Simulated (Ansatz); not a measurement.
# Te2Mo: stiffness from strained cells, part 2 of 3

How stiff is the crystal, and how unevenly? Runs: cell and atoms relaxed (PAW); reference run (PAW); ions clamped (PAW); strain amplitude 0.08 (PAW).

Ansatz 0.2.0; DFT PBEsol. Earlier steps stand in the parts before.

## 3. Reference run, PAW

input.yaml reads:

```yaml
crystal:
  lattice:
    - [3.49403566152, 0.0, 0.0]
    - [-1.74701783076, 3.0259236446, 0.0]
    - [0.0, 0.0, 14.00698417091]
  atoms:
    - { symbol: Te, position: [0.333333333333, 0.666666666667, 0.621114762993] }
    - { symbol: Te, position: [0.666666666667, 0.333333333333, 0.121114762993] }
    - { symbol: Te, position: [0.333333333333, 0.666666666667, 0.878885237007] }
    - { symbol: Te, position: [0.666666666667, 0.333333333333, 0.378885237007] }
    - { symbol: Mo, position: [0.333333333333, 0.666666666667, 0.25] }
    - { symbol: Mo, position: [0.666666666667, 0.333333333333, 0.75] }
kpoints:
  mp_grid: { grid: [8, 8, 2] }
scf:
  occupations: { method: fixed }
hamiltonian:
  xc: pbesol
  pseudopotentials: { kind: paw }
elastic:
  mode: relaxed_ion
  stencil: two_point
  amplitude: 0.008
```

The run is started by

```
$ ansatz run input.yaml --threads 2 --pin off --max-ram 6144MiB --backend cpu --events-out ev --progress --plain --runs-dir out
```

Output:

```text
Engine: ansatz 0.2.0
Pseudopotentials: kind: paw
Pseudopotential: Te, paw, valence charge 16, recommended cutoff 420 eV (normal), Te.paw.azcp
Pseudopotential: Mo, paw, valence charge 14, recommended cutoff 420 eV (normal), Mo.paw.azcp
Functional definition: PBEsol
  exchange = pbesol_x
  correlation = pbesol_c
Crystal: 6 atoms, lattice volume = 148.091 Å³
Basis set: ecut = 420 eV, 2849 PW (Γ), exchange–correlation on 48×48×192 points (8 copies of the dense FFT grid, shifted against one another)
Bands: 56, of which v1, the nominal top of the filled ones, is band 46 counted from 1 (45 counted from 0)
Symmetry: 24 space group operations
Space group: P63/mmc (ITA 194), of the structure as read, at distance tolerance 5.3e-5 Å
k-points: 20 of 128
Non-local potential: Te, projectors of the file, l = 0: 2, l = 1: 2, l = 2: 2, l = 3: 2
Non-local potential: Mo, projectors of the file, l = 0: 3, l = 1: 2, l = 2: 2, l = 3: 1
PAW form: soft (Blöchl's): semilocal exchange-correlation on the pseudo side does not see the compensation charge
PAW frozen core: Te, regenerated for the run's functional, and the local potential with it (the file was generated under x = pbe(κ = 0.804, μ = 0.2195149727645171), c = pbe(β = 0.06672455060314922))
PAW frozen core: Mo, regenerated for the run's functional, and the local potential with it (the file was generated under x = pbe(κ = 0.804, μ = 0.2195149727645171), c = pbe(β = 0.06672455060314922))
PAW one-centre angular grid: Te, 590 points (default); XC on 64 Gauss nodes
PAW one-centre angular grid: Mo, 590 points (default); XC on 64 Gauss nodes
Initial density: superposition of atomic densities (neutral atoms: chi_scale 0, normalization atom), corrected by the library's trained network
Initial wavefunctions: pseudopotential atomic-orbital guess
Functional: x = pbesol(κ = 0.804, μ = 0.12345679012345678), c = pbesol(β = 0.046)
SCF iter   1: F=—  HF=-37402.713905 eV  |F-HF|=—  |Δ(HF+E_count)|=         —  Δρ=5.54e-3  dr2=3.55e-2  ethr=1.77e-3  ⟨swp⟩=5.0  Hψ=3505  notcnv=0  defer=138
preconditioner: auto → Resta (q_TF=auto, 2.520 Å⁻¹)  ε∞=6.9  [insulator: Δε(μ)=0.815 eV  Ē_g=7.560 eV  n_scr=52 (ndim 8)  ℏωp=18.3 eV  f_vac=0.021  ε∞_Penn≈6.9]
SCF iter   2: F=—  HF=-37402.714679 eV  |F-HF|=—  |Δ(HF+E_count)|=   7.74e-4  Δρ=2.89e-3  dr2=1.11e-2  ethr=3.86e-5  ⟨swp⟩=2.5  Hψ=1700  notcnv=0  defer=158
SCF iter   3: F=—  HF=-37402.715185 eV  |F-HF|=—  |Δ(HF+E_count)|=   5.06e-4  Δρ=1.71e-3  dr2=2.06e-3  ethr=1.21e-5  ⟨swp⟩=2.0  Hψ=1245  notcnv=0  defer=158
SCF iter   4: F=—  HF=-37402.715934 eV  |F-HF|=—  |Δ(HF+E_count)|=   7.49e-4  Δρ=7.60e-4  dr2=4.13e-4  ethr=2.24e-6  ⟨swp⟩=1.9  Hψ=1152  notcnv=0  defer=156
SCF iter   5: F=—  HF=-37402.716134 eV  |F-HF|=—  |Δ(HF+E_count)|=   2.00e-4  Δρ=1.69e-4  dr2=4.26e-5  ethr=4.49e-7  ⟨swp⟩=2.2  Hψ=1491  notcnv=0  defer=112
SCF iter   6: F=—  HF=-37402.716185 eV  |F-HF|=—  |Δ(HF+E_count)|=   5.06e-5  Δρ=2.63e-5  dr2=1.06e-6  ethr=4.63e-8  ⟨swp⟩=2.0  Hψ=1389  notcnv=0  defer=86
SCF iter   7: F=—  HF=-37402.716175 eV  |F-HF|=—  |Δ(HF+E_count)|=   1.01e-5  Δρ=7.41e-6  dr2=1.31e-7  ethr=1.15e-9  ⟨swp⟩=2.1  Hψ=1498  notcnv=0  defer=70
SCF iter   8: F=—  HF=-37402.716175 eV  |F-HF|=—  |Δ(HF+E_count)|=   2.90e-8  Δρ=1.14e-6  dr2=2.46e-9  ethr=1.42e-10  ⟨swp⟩=2.0  Hψ=1330  notcnv=0  defer=70
SCF iter   9: F=—  HF=-37402.716175 eV  |F-HF|=—  |Δ(HF+E_count)|=  2.91e-10  Δρ=4.26e-7  dr2=3.15e-10  ethr=2.67e-12  ⟨swp⟩=2.7  Hψ=1813  notcnv=0  defer=70
SCF iter  10: F=—  HF=-37402.716175 eV  |F-HF|=—  |Δ(HF+E_count)|=    0.00e0  Δρ=7.87e-8  dr2=1.13e-11  ethr=3.42e-13 (applied; sched 1.00e-12)  ⟨swp⟩=2.0  Hψ=1725  notcnv=0  defer=70
SCF iter  11: F=—  HF=-37402.716175 eV  |F-HF|=—  |Δ(HF+E_count)|=    0.00e0  Δρ=2.26e-8  dr2=7.59e-13  ethr=1.22e-14 (applied; sched 1.00e-12)  ⟨swp⟩=2.0  Hψ=1935  notcnv=0  defer=70
SCF iter  12: F=—  HF=-37402.716175 eV  |F-HF|=—  |Δ(HF+E_count)|=  7.28e-12  Δρ=7.52e-9  dr2=2.03e-13  ethr=1.00e-12  ⟨swp⟩=12.9  Hψ=5400  notcnv=0
SCF iter  13: F=-37402.716175 eV  HF=-37402.716175 eV  |F-HF|=0.00e0  |Δ(HF+E_count)|=  1.46e-11  Δρ=3.47e-9  dr2=4.61e-14  ethr=1.00e-12  ⟨swp⟩=4.0  Hψ=2906  notcnv=0
SCF 1 converged in 13 iterations: F = -37402.716175 eV  dr2 = 4.61e-14
relax step   1: F+E_penalty+E_count = -37402.71617463 eV  Δ(F+E_penalty+E_count) = +0.000e0 eV  max|allowed force component| = 7.920e-4 eV/Å  Δτ_max = 0.0000 Å  (13 SCF iters, accepted)
Initial density: handed on by an earlier stage of this run
Initial wavefunctions: pseudopotential atomic-orbital guess (no wavefunctions were taken with the density)
iter 1 solved again at ethr=9.07e-6 eV; its pass at ethr=3.10e-3 eV (dr2=8.34e-3 eV) is discarded
SCF iter   1: F=—  HF=-37402.717837 eV  |F-HF|=—  |Δ(HF+E_count)|=         —  Δρ=1.49e-3  dr2=1.01e-2  ethr=9.07e-6  ⟨swp⟩=2.5  Hψ=5122  notcnv=0  defer=160
preconditioner: auto → Resta (q_TF=auto, 2.520 Å⁻¹)  ε∞=6.9  [insulator: Δε(μ)=0.817 eV  Ē_g=7.543 eV  n_scr=52 (ndim 8)  ℏωp=18.3 eV  f_vac=0.015  ε∞_Penn≈6.9]
SCF iter   2: F=—  HF=-37402.716402 eV  |F-HF|=—  |Δ(HF+E_count)|=   1.44e-3  Δρ=7.09e-4  dr2=1.17e-3  ethr=9.07e-6  ⟨swp⟩=2.9  Hψ=1654  notcnv=0  defer=158
SCF iter   3: F=—  HF=-37402.716195 eV  |F-HF|=—  |Δ(HF+E_count)|=   2.06e-4  Δρ=1.92e-4  dr2=2.95e-4  ethr=1.27e-6  ⟨swp⟩=2.0  Hψ=1347  notcnv=0  defer=158
SCF iter   4: F=—  HF=-37402.716162 eV  |F-HF|=—  |Δ(HF+E_count)|=   3.35e-5  Δρ=8.20e-5  dr2=6.07e-5  ethr=3.21e-7  ⟨swp⟩=1.6  Hψ=1205  notcnv=0  defer=114
SCF iter   5: F=—  HF=-37402.716177 eV  |F-HF|=—  |Δ(HF+E_count)|=   1.48e-5  Δρ=1.85e-5  dr2=3.00e-6  ethr=6.60e-8  ⟨swp⟩=2.4  Hψ=1574  notcnv=0  defer=90
SCF iter   6: F=—  HF=-37402.716174 eV  |F-HF|=—  |Δ(HF+E_count)|=   2.60e-6  Δρ=5.14e-6  dr2=2.04e-7  ethr=3.27e-9  ⟨swp⟩=2.0  Hψ=1349  notcnv=0  defer=78
SCF iter   7: F=—  HF=-37402.716174 eV  |F-HF|=—  |Δ(HF+E_count)|=   1.62e-8  Δρ=1.21e-6  dr2=3.20e-9  ethr=2.21e-10  ⟨swp⟩=2.0  Hψ=1346  notcnv=0  defer=79
SCF iter   8: F=—  HF=-37402.716174 eV  |F-HF|=—  |Δ(HF+E_count)|=   1.35e-9  Δρ=2.71e-7  dr2=1.81e-10  ethr=3.48e-12  ⟨swp⟩=2.8  Hψ=1941  notcnv=0  defer=78
SCF iter   9: F=—  HF=-37402.716174 eV  |F-HF|=—  |Δ(HF+E_count)|=  1.31e-10  Δρ=1.05e-7  dr2=2.26e-11  ethr=1.97e-13 (applied; sched 1.00e-12)  ⟨swp⟩=3.0  Hψ=1947  notcnv=0  defer=78
SCF iter  10: F=—  HF=-37402.716174 eV  |F-HF|=—  |Δ(HF+E_count)|=    0.00e0  Δρ=3.78e-8  dr2=3.54e-12  ethr=2.46e-14 (applied; sched 1.00e-12)  ⟨swp⟩=2.0  Hψ=1938  notcnv=0  defer=78
SCF iter  11: F=—  HF=-37402.716174 eV  |F-HF|=—  |Δ(HF+E_count)|=    0.00e0  Δρ=1.27e-8  dr2=3.80e-13  ethr=3.85e-15 (applied; sched 1.00e-12)  ⟨swp⟩=2.0  Hψ=1775  notcnv=0  defer=78
SCF iter  12: F=-37402.716174 eV  HF=-37402.716174 eV  |F-HF|=1.46e-11  |Δ(HF+E_count)|=    0.00e0  Δρ=4.17e-9  dr2=8.00e-14  ethr=1.00e-12  ⟨swp⟩=4.4  Hψ=3414  notcnv=0
SCF 2 converged in 12 iterations: F = -37402.716174 eV  dr2 = 8.00e-14
relax step   2: F+E_penalty+E_count = -37402.71617400 eV  Δ(F+E_penalty+E_count) = +6.257e-7 eV  max|allowed force component| = 2.253e-3 eV/Å  Δτ_max = 0.0002 Å  (12 SCF iters, rejected (line search))
Initial wavefunctions: those handed on with the density
iter 1 solved again at ethr=5.11e-10 eV; its pass at ethr=3.10e-3 eV (dr2=4.70e-7 eV) is discarded
SCF iter   1: F=—  HF=-37402.716148 eV  |F-HF|=—  |Δ(HF+E_count)|=         —  Δρ=1.25e-5  dr2=4.49e-7  ethr=5.11e-10  ⟨swp⟩=2.0  Hψ=3274  notcnv=0  defer=64
preconditioner: auto → Resta (q_TF=auto, 2.520 Å⁻¹)  ε∞=6.9  [insulator: Δε(μ)=0.819 eV  Ē_g=7.544 eV  n_scr=52 (ndim 8)  ℏωp=18.3 eV  f_vac=0.015  ε∞_Penn≈6.9]
SCF iter   2: F=—  HF=-37402.716175 eV  |F-HF|=—  |Δ(HF+E_count)|=   2.71e-5  Δρ=6.21e-6  dr2=1.03e-7  ethr=4.88e-10  ⟨swp⟩=2.0  Hψ=1256  notcnv=0  defer=64
SCF iter   3: F=—  HF=-37402.716175 eV  |F-HF|=—  |Δ(HF+E_count)|=   1.19e-8  Δρ=3.34e-6  dr2=1.30e-8  ethr=1.12e-10  ⟨swp⟩=2.0  Hψ=1161  notcnv=0  defer=64
SCF iter   4: F=—  HF=-37402.716175 eV  |F-HF|=—  |Δ(HF+E_count)|=   3.00e-9  Δρ=4.85e-7  dr2=3.92e-10  ethr=1.41e-11  ⟨swp⟩=2.0  Hψ=1370  notcnv=0  defer=64
SCF iter   5: F=—  HF=-37402.716175 eV  |F-HF|=—  |Δ(HF+E_count)|=  9.46e-11  Δρ=1.17e-7  dr2=2.26e-11  ethr=4.26e-13 (applied; sched 1.00e-12)  ⟨swp⟩=2.0  Hψ=1456  notcnv=0  defer=64
SCF iter   6: F=—  HF=-37402.716175 eV  |F-HF|=—  |Δ(HF+E_count)|=  2.18e-11  Δρ=2.40e-8  dr2=2.09e-12  ethr=2.45e-14 (applied; sched 1.00e-12)  ⟨swp⟩=2.5  Hψ=1420  notcnv=0  defer=64
SCF iter   7: F=-37402.716175 eV  HF=-37402.716175 eV  |F-HF|=0.00e0  |Δ(HF+E_count)|=  1.46e-11  Δρ=5.93e-9  dr2=9.88e-14  ethr=1.00e-12  ⟨swp⟩=3.5  Hψ=4005  notcnv=0
SCF 3 converged in 7 iterations: F = -37402.716175 eV  dr2 = 9.88e-14
relax step   3: F+E_penalty+E_count = -37402.71617472 eV  Δ(F+E_penalty+E_count) = -8.826e-8 eV  max|allowed force component| = 1.505e-7 eV/Å  Δτ_max = 0.0001 Å  (7 SCF iters, accepted)
[... 33 lines left out ...]
relax step   1: F+E_penalty+E_count = -37402.71110635 eV  Δ(F+E_penalty+E_count) = +0.000e0 eV  max|allowed force component| = 7.435e-2 eV/Å  Δτ_max = 0.0000 Å  (13 SCF iters, accepted)
[... 18 lines left out ...]
relax step   2: F+E_penalty+E_count = -37402.71552548 eV  Δ(F+E_penalty+E_count) = -2.306e-3 eV  max|allowed force component| = 9.280e-3 eV/Å  Δτ_max = 0.0146 Å  (11 SCF iters, accepted)
[... 11 lines left out ...]
relax step   3: F+E_penalty+E_count = -37402.71554962 eV  Δ(F+E_penalty+E_count) = -2.414e-5 eV  max|allowed force component| = 1.346e-3 eV/Å  Δτ_max = 0.0025 Å  (10 SCF iters, accepted)
SCF iter   1: F=—  HF=-37402.715523 eV  |F-HF|=—  |Δ(HF+E_count)|=         —  Δρ=2.57e-5  dr2=9.28e-7  ethr=8.85e-9  ⟨swp⟩=4.1  Hψ=4546  notcnv=0  defer=136
SCF iter   2: F=—  HF=-37402.715550 eV  |F-HF|=—  |Δ(HF+E_count)|=   2.70e-5  Δρ=1.43e-5  dr2=2.30e-7  ethr=1.01e-9  ⟨swp⟩=1.1  Hψ=2693  notcnv=0  defer=136
SCF iter   3: F=—  HF=-37402.715550 eV  |F-HF|=—  |Δ(HF+E_count)|=   4.55e-8  Δρ=6.78e-6  dr2=9.74e-8  ethr=2.50e-10  ⟨swp⟩=2.0  Hψ=2971  notcnv=0  defer=136
SCF iter   4: F=—  HF=-37402.715550 eV  |F-HF|=—  |Δ(HF+E_count)|=   1.22e-8  Δρ=1.53e-6  dr2=9.28e-9  ethr=1.06e-10  ⟨swp⟩=2.0  Hψ=2582  notcnv=0  defer=136
SCF iter   5: F=—  HF=-37402.715550 eV  |F-HF|=—  |Δ(HF+E_count)|=  7.20e-10  Δρ=5.60e-7  dr2=8.32e-10  ethr=1.01e-11  ⟨swp⟩=2.0  Hψ=2633  notcnv=0  defer=136
SCF iter   6: F=—  HF=-37402.715550 eV  |F-HF|=—  |Δ(HF+E_count)|=  2.18e-11  Δρ=1.73e-7  dr2=5.98e-11  ethr=9.04e-13 (applied; sched 1.00e-12)  ⟨swp⟩=2.0  Hψ=2668  notcnv=0  defer=136
SCF iter   7: F=—  HF=-37402.715550 eV  |F-HF|=—  |Δ(HF+E_count)|=    0.00e0  Δρ=5.13e-8  dr2=7.07e-12  ethr=6.50e-14 (applied; sched 1.00e-12)  ⟨swp⟩=2.2  Hψ=3748  notcnv=0  defer=136
SCF iter   8: F=—  HF=-37402.715550 eV  |F-HF|=—  |Δ(HF+E_count)|=  7.28e-12  Δρ=1.41e-8  dr2=5.26e-13  ethr=7.68e-15 (applied; sched 1.00e-12)  ⟨swp⟩=2.0  Hψ=2855  notcnv=0  defer=136
SCF iter   9: F=-37402.715550 eV  HF=-37402.715550 eV  |F-HF|=7.28e-12  |Δ(HF+E_count)|=  7.28e-12  Δρ=3.33e-9  dr2=1.82e-14  ethr=1.00e-12  ⟨swp⟩=4.7  Hψ=7261  notcnv=0
SCF 37 converged in 9 iterations: F = -37402.715550 eV  dr2 = 1.82e-14
relax step   4: F+E_penalty+E_count = -37402.71555000 eV  Δ(F+E_penalty+E_count) = -3.817e-7 eV  max|allowed force component| = 3.818e-5 eV/Å  Δτ_max = 0.0004 Å  (9 SCF iters, accepted)
iter 1 solved again at ethr=1.00e-12 eV; its pass at ethr=3.10e-3 eV (dr2=1.41e-11 eV) is discarded
SCF iter   1: F=—  HF=-37402.715523 eV  |F-HF|=—  |Δ(HF+E_count)|=         —  Δρ=1.77e-7  dr2=1.50e-11  ethr=1.00e-12  ⟨swp⟩=1.5  Hψ=7378  notcnv=0  defer=120
SCF iter   2: F=—  HF=-37402.715550 eV  |F-HF|=—  |Δ(HF+E_count)|=   2.71e-5  Δρ=9.16e-8  dr2=1.13e-11  ethr=1.64e-14 (applied; sched 1.00e-12)  ⟨swp⟩=3.0  Hψ=5115  notcnv=0  defer=120
SCF iter   3: F=—  HF=-37402.715550 eV  |F-HF|=—  |Δ(HF+E_count)|=  1.46e-11  Δρ=5.78e-8  dr2=1.66e-12  ethr=1.22e-14 (applied; sched 1.00e-12)  ⟨swp⟩=1.6  Hψ=2319  notcnv=0  defer=120
SCF iter   4: F=—  HF=-37402.715550 eV  |F-HF|=—  |Δ(HF+E_count)|=  7.28e-12  Δρ=4.33e-8  dr2=9.32e-13  ethr=1.81e-15 (applied; sched 1.00e-12)  ⟨swp⟩=1.0  Hψ=2235  notcnv=0  defer=120
SCF iter   5: F=—  HF=-37402.715550 eV  |F-HF|=—  |Δ(HF+E_count)|=    0.00e0  Δρ=1.70e-8  dr2=1.30e-13  ethr=1.01e-15 (applied; sched 1.00e-12)  ⟨swp⟩=1.5  Hψ=2310  notcnv=0  defer=120
SCF iter   6: F=-37402.715550 eV  HF=-37402.715550 eV  |F-HF|=4.37e-11  |Δ(HF+E_count)|=  1.46e-11  Δρ=3.69e-9  dr2=7.05e-15  ethr=1.00e-12  ⟨swp⟩=4.0  Hψ=6356  notcnv=0
SCF 38 converged in 6 iterations: F = -37402.715550 eV  dr2 = 7.05e-15
SCF converged after 10 iterations
Free energy (F): -37402.716175 eV
Harris-Foulkes:  -37402.716175 eV  (|F-HF|=2.91e-11)
Internal energy: -37402.716175 eV  (E = F + TS)
E sigma→0 (E₀):  -37402.716175 eV
Fermi energy:    12.482125 eV
--- Per-component energies (eV) ---
  E_band       = -1136.628175
  E_kinetic    = 1611.974974
  E_local      = -7380.455363  (includes V_loc(G=0)·N_el)
  E_nonlocal   = -939.182864
  E_hartree    = 4131.277015
  E_xc         = -861.027273
  E_vxc        = -877.313517  (∫ρ·V_xc dr)
  E_paw        = -24628.686986  (= ΣΔE_a)
  E_vpaw       = -1814.204809  (= ΣTr[D̂ρ^β])
  E_aug_tail   = -0.000627  (compensation charges beyond the density's cutoff)
  E_ewald      = -9338.532910
  E_core_change = 1.917859  (= ΣΔE_core)
  E_smearing   = -0.000000  (= −TS)
  E_closure    = 0.000000  (closes the sum)
  Σ components = -37402.716175   (vs F -37402.716175, Δ=0.00e0)
--- Forces (eV/Å), atoms counted from 1 ---
  atom   1  Te    -0.00000000    -0.00000000     0.00000011
  atom   2  Te     0.00000000     0.00000000     0.00000011
  atom   3  Te    -0.00000000    -0.00000000    -0.00000011
  atom   4  Te     0.00000000     0.00000000    -0.00000011
  atom   5  Mo    -0.00000000    -0.00000000     0.00000000
  atom   6  Mo     0.00000000     0.00000000     0.00000000
  max |Σ_I F_I| component: 1.39e-17 eV/Å
--- Stress (GPa, compression-positive) ---
        0.010609       0.000000       0.000000
        0.000000       0.010609       0.000000
        0.000000       0.000000       0.009627
  P = ⅓ Tr σ = 0.0103 GPa (0.103 kbar)
--- Band table (eV; the first three rows and the last of 20) ---
  k-point 0: bands = ["-48.1850", "-48.1850", "-24.1107", "-24.1107", "-24.1104", "-24.1104", "-24.0984", "-24.0984", "-24.0981", "-24.0981", "-24.0447", "-24.0447", "-24.0431", "-24.0431", "-24.0336", "-24.0336", "-24.0322", "-24.0322", "-24.0243", "-24.0228", "-24.0152", "-24.0137", "-22.3908", "-22.3907", "-22.2173", "-22.2173", "-22.2173", "-22.2173", "-0.6167", "-0.2977", "0.2431", "0.7432", "6.5530", "7.8502", "9.3224", "10.7091", "10.7091", "10.7235", "10.7235", "11.3927", "11.5025", "11.5025", "11.5357", "11.5357", "12.1259", "12.4821", "15.5153", "15.5153", "15.6456", "15.6456", "15.7470", "15.7470", "15.9971", "15.9971", "18.2474", "18.7620"]
  k-point 1: bands = ["-48.1850", "-48.1850", "-24.1105", "-24.1105", "-24.1105", "-24.1105", "-24.0982", "-24.0982", "-24.0982", "-24.0982", "-24.0439", "-24.0439", "-24.0439", "-24.0439", "-24.0329", "-24.0329", "-24.0329", "-24.0329", "-24.0236", "-24.0236", "-24.0144", "-24.0144", "-22.3908", "-22.3908", "-22.2173", "-22.2173", "-22.2173", "-22.2173", "-0.4942", "-0.4942", "0.5268", "0.5268", "7.0510", "7.0510", "10.4034", "10.4034", "10.7162", "10.7162", "10.7162", "10.7162", "11.5192", "11.5192", "11.5192", "11.5192", "12.3911", "12.3911", "15.5533", "15.5533", "15.5533", "15.5533", "15.8987", "15.8987", "15.8987", "15.8987", "18.6022", "18.6022"]
  k-point 2: bands = ["-48.1835", "-48.1835", "-24.1091", "-24.1088", "-24.1070", "-24.1066", "-24.1012", "-24.1009", "-24.0950", "-24.0948", "-24.0460", "-24.0454", "-24.0444", "-24.0442", "-24.0381", "-24.0368", "-24.0340", "-24.0325", "-24.0226", "-24.0214", "-24.0133", "-24.0119", "-22.3795", "-22.3794", "-22.2399", "-22.2399", "-22.2215", "-22.2214", "-0.3909", "-0.0750", "0.4104", "0.8899", "6.8014", "8.0844", "9.2176", "10.2154", "10.2569", "10.7736", "10.8868", "10.9150", "11.2149", "11.2629", "11.4369", "11.4531", "12.2570", "12.3805", "14.8226", "14.9013", "14.9164", "14.9620", "15.2572", "15.5774", "15.6114", "15.8753", "18.8802", "19.5458"]
  k-point 19: bands = ["-48.1737", "-48.1737", "-24.1177", "-24.1177", "-24.0927", "-24.0927", "-24.0863", "-24.0863", "-24.0836", "-24.0836", "-24.0629", "-24.0629", "-24.0524", "-24.0524", "-24.0398", "-24.0398", "-24.0386", "-24.0386", "-24.0156", "-24.0156", "-24.0006", "-24.0006", "-22.3478", "-22.3478", "-22.3070", "-22.3070", "-22.2866", "-22.2866", "1.9255", "1.9255", "2.1380", "2.1380", "7.4574", "7.4574", "7.6892", "7.6892", "8.7868", "8.7868", "9.0610", "9.0610", "9.7933", "9.7933", "10.5487", "10.5487", "12.2262", "12.2262", "13.6652", "13.6652", "14.2306", "14.2306", "14.7811", "14.7811", "16.1539", "16.1539", "17.5219", "17.5219"]
--- Elastic constants: 3 strain directions × 2 members + reference (group order 24) ---
  dense FFT box of the reference and of every strained cell: 24×24×96
  strains applied: 11, 33, 23; error gains: componentwise 1.00 (the most a stress slope's error grows in a printed constant), spectral 1.41 (1 for all six strains in a standard setting)
  reference relaxed by the batch: 3 steps; max|allowed force component| 7.92e-4 eV/Å at the deck's positions, 1.51e-7 at the last accepted step, 1.10e-7 by the solve of record
  largest displacement 5.6e-5 Å; the constants are those of the deck's cell at these positions:
  atoms:
    - { symbol: Te, position: [0.33333333333333337, 0.6666666666666667, 0.6211187408784049] }
    - { symbol: Te, position: [0.6666666666666667, 0.33333333333333337, 0.12111874087840502] }
    - { symbol: Te, position: [0.33333333333333337, 0.6666666666666667, 0.8788812591215949] }
    - { symbol: Te, position: [0.6666666666666667, 0.33333333333333337, 0.3788812591215949] }
    - { symbol: Mo, position: [0.33333333333333337, 0.6666666666666667, 0.24999999999999997] }
    - { symbol: Mo, position: [0.6666666666666667, 0.33333333333333337, 0.7499999999999999] }
  C = ∂σ_k/∂η_j (tension-positive GPa; Voigt order 11 22 33 23 13 12):
       131.814     30.472      9.923      0.000      0.000     -0.000
        30.472    131.814      9.923      0.000      0.000     -0.000
         9.883      9.883     37.267      0.000      0.000     -0.000
         0.000      0.000      0.000     21.054      0.000      0.000
         0.000      0.000      0.000      0.000     21.054      0.000
        -0.000      0.000     -0.000      0.000      0.000     50.671
  reference stress σ⁰ (GPa):     -0.011     -0.011     -0.010     -0.000     -0.000     -0.000
  C* (energy form; C + prestress term) asymmetry max|C*_kj − C*_jk| = 3.883e-2 GPa — a small one proves nothing (zero by symmetry where the batch's group is 432, −43m or m−3m); a large one is finite-difference/SCF noise where every solve meets its electron count
  moduli (Voigt/Reuss/Hill, GPa): K = 44.61/29.67/37.14   G = 35.26/27.75/31.51   E = 73.68   ν = 0.169
  mechanically stable: yes (min eigenvalue of sym C = 21.05 GPa)
  strain η (Voigt 11):  stress-route row diagonal C_11 = 131.81 GPa, energy-path curvature d²(F+E_count+ΔE)/dδ²/Ω₀ = 131.78 GPa
         δ    σ_11 (GPa)             F (eV)   n_scf  n_hpsi   n_pw
    -8.000e-3      -1.1038      -37402.7121009       5   25534   2896   relax 6 steps, max|allowed force component| 1.22e-6 eV/Å
     8.000e-3       1.0052      -37402.7124452       6   25956   2940   relax 3 steps, max|allowed force component| 4.04e-5 eV/Å
  strain η (Voigt 33):  stress-route row diagonal C_33 = 37.27 GPa, energy-path curvature d²(F+E_count+ΔE)/dδ²/Ω₀ = 37.18 GPa
         δ    σ_33 (GPa)             F (eV)   n_scf  n_hpsi   n_pw
    -8.000e-3      -0.3376      -37402.7149206       6   12188   2892   relax 4 steps, max|allowed force component| 2.16e-8 eV/Å
     8.000e-3       0.2587      -37402.7152194       6   12303   2944   relax 5 steps, max|allowed force component| 4.77e-8 eV/Å
  strain η (Voigt 23):  stress-route row diagonal C_44 = 21.05 GPa, energy-path curvature d²(F+E_count+ΔE)/dδ²/Ω₀ = 21.09 GPa
         δ    σ_23 (GPa)             F (eV)   n_scf  n_hpsi   n_pw
    -8.000e-3      -0.1684      -37402.7155500       5   26054   2916   relax 6 steps, max|allowed force component| 2.35e-5 eV/Å
     8.000e-3       0.1684      -37402.7155500       6   26469   2916   relax 4 steps, max|allowed force component| 3.82e-5 eV/Å
```

It took 2 min on 2 threads of Intel Xeon 6975P-C (Granite Rapids), shared host; peak memory 0.71 GiB.

C in GPa (Voigt order xx, yy, zz, yz, xz, xy):

```
131.8  30.5   9.9   0.0   0.0   0.0
 30.5 131.8   9.9   0.0   0.0   0.0
  9.9   9.9  37.3   0.0   0.0   0.0
  0.0   0.0   0.0  21.1   0.0   0.0
  0.0   0.0   0.0   0.0  21.1   0.0
  0.0   0.0   0.0   0.0   0.0  50.7
```

(Part 2 of 3 ends here.)
